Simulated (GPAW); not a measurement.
Runs of GPAW 26.7.0 on TiC. Symmetry: Fm-3m, No. 225, cubic system. Conventional cell: a = 4.331 Å, b = 4.331 Å, c = 4.331 Å, α = 90.00°, β = 90.00°, γ = 90.00°. Ti (site symmetry m-3m) is surrounded by 6 C at 2.17 Å. C (site symmetry m-3m) is surrounded by 6 Ti at 2.17 Å. The cell is a database's computed one.

```tsv
task	level	potentials or basis	cell	k mesh	smearing	band path	band points	optimizer	fmax	max steps	gap on the mesh (eV)	pressure (GPa)	relaxed volume (Å³/atom)
band structure	r2SCAN	GPAW PAW data sets (gpaw-data 1.2.1), pw	as given	11 × 11 × 11	fermi-dirac 0.05 eV	GXWKGLUWLK,UX	80	-	-	-	-	(a)	-
single point	PBE	GPAW PAW data sets (gpaw-data 1.2.1), pw	as given	11 × 11 × 11	gaussian 0.029 eV	-	-	-	-	-	none	0.9	-
single point	PBE	GPAW PAW data sets (gpaw-data 1.2.1), pw	as given	11 × 11 × 11	gaussian 0.026 eV	-	-	-	-	-	none	0.9	-
relaxation of cell and atoms	LDA	the program's PAW data sets (release 1.2.1) made for this functional, pw	relaxed	11 × 11 × 11	fermi-dirac 0.05 eV	-	-	LBFGS	0.05 eV/Å	40	none	0.4	9.69
single point	PBEsol	PAW data sets generated in the run's folder for this functional, pw	as given	11 × 11 × 11	fermi-dirac 0.05 eV	-	-	-	-	-	none	-5.9	-
relaxation of cell and atoms	PBEsol+D4	PAW data sets generated in the run's folder for this functional, pw	relaxed	11 × 11 × 11	fermi-dirac 0.05 eV	-	-	BFGS	0.02 eV/Å	60	none	0.2	(b)
relaxation of cell and atoms	PBEsol+D3(BJ)+ATM	PAW data sets generated in the run's folder for this functional, pw	relaxed	11 × 11 × 11	fermi-dirac 0.05 eV	-	-	BFGS	0.02 eV/Å	60	none	0.0	9.73
```

Alike in all rows: no spin polarisation; cutoff (eV) 800.

Q: Estimate the missing entries.

A: (a) 0.3; (b) 9.82.

Caveats: later steps reuse the first step's grids (some runs); pairwise dispersion overbinds metals, which lowers pressure and volume (some runs); the PAW data sets were made with another functional, which shifts forces and pressure a little (some runs).

A k mesh can miss the band edges.

A gap of «none» marks a metal or a gap under the smearing width.

Not every run made on this cell is shown here.
